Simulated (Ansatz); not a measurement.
# ZnO: the cost of one run

Computed with Ansatz 0.2.0 (DFT PBE, scalar-relativistic, plane waves, PAW, unless a step's input says otherwise).

1 further run of the same task is left out (set aside as unsound or not needed). Runs told in other sessions of the task aren't counted.

## Step 1: The structure to begin with

The structure is hexagonal, space group P6_3mc (No. 186). The conventional cell has a = 3.279 Å, b = 3.279 Å, c = 5.293 Å, α = 90.00°, β = 90.00°, γ = 120.00°. Around Zn (site symmetry 3m) lie 4 O at 2.00 to 2.01 Å. O (site symmetry 3m) has 4 Zn at 2.00 to 2.01 Å in its first shell of neighbours.

Coordinates:

```cif
data_structure
_symmetry_space_group_name_H-M 'P6_3mc'
_symmetry_Int_Tables_number 186
_cell_length_a 3.2795
_cell_length_b 3.2795
_cell_length_c 5.2931
_cell_angle_alpha 90.000
_cell_angle_beta 90.000
_cell_angle_gamma 120.000
_cell_volume 49.30
loop_
_atom_site_label
_atom_site_type_symbol
_atom_site_symmetry_multiplicity
_atom_site_Wyckoff_symbol
_atom_site_fract_x
_atom_site_fract_y
_atom_site_fract_z
_atom_site_occupancy
Zn1 Zn 2 b 0.33333 0.66667 0.00150 1
O1 O 2 b 0.33333 0.66667 0.38060 1
```

It is the result of an earlier relaxation at this level (volume 12.33 Å³/atom; gap on the mesh: 0.74 eV).

## Step 2: The reference cell

Reference values: F = -7773.6931 eV; pressure 0.02 GPa; largest force 0.000 eV/Å; gap on the mesh 0.74 eV. It was computed beforehand with the settings of the runs below.

## Step 3: Next: a two-dimensional strain map

The cell is strained by p along both x and y and by q along z, with fractional coordinates fixed.

## Step 4: At p = -0.080, q = -0.080

input.yaml

```yaml
crystal:
  lattice:
    - [3.0171172954, 0.0, 0.0]
    - [-1.5085586477, 2.6129002241, 0.0]
    - [0.0, 0.0, 4.8696800256]
  atoms:
    - { symbol: Zn, position: [0.3333333333, 0.6666666667, 0.0015026881] }
    - { symbol: Zn, position: [0.6666666667, 0.3333333333, 0.5015026881] }
    - { symbol: O, position: [0.3333333333, 0.6666666667, 0.3805973119] }
    - { symbol: O, position: [0.6666666667, 0.3333333333, 0.8805973119] }
basis:
  ecutwfc: 420
kpoints:
  mp_grid: { grid: [12, 12, 6] }
hamiltonian:
  xc: pbe
scf:
  occupations: { method: gaussian, width: 0.05 }
output:
  forces: true
  stress: true
  eigenvalues: true
  write_density: true
  write_potential: true
  elf: true
  volumetric_format: npy
```

On the command line:

```bash
$ ansatz run input.yaml --threads 2 --pin off --max-ram 5120MiB --backend cpu --events-out ev --progress --plain --runs-dir out
```

**Question.** How long does this run take on 2 threads of Arm Neoverse V1, shared host, and how much memory does it need?

About 5.4 s, with a peak of 0.37 GiB.
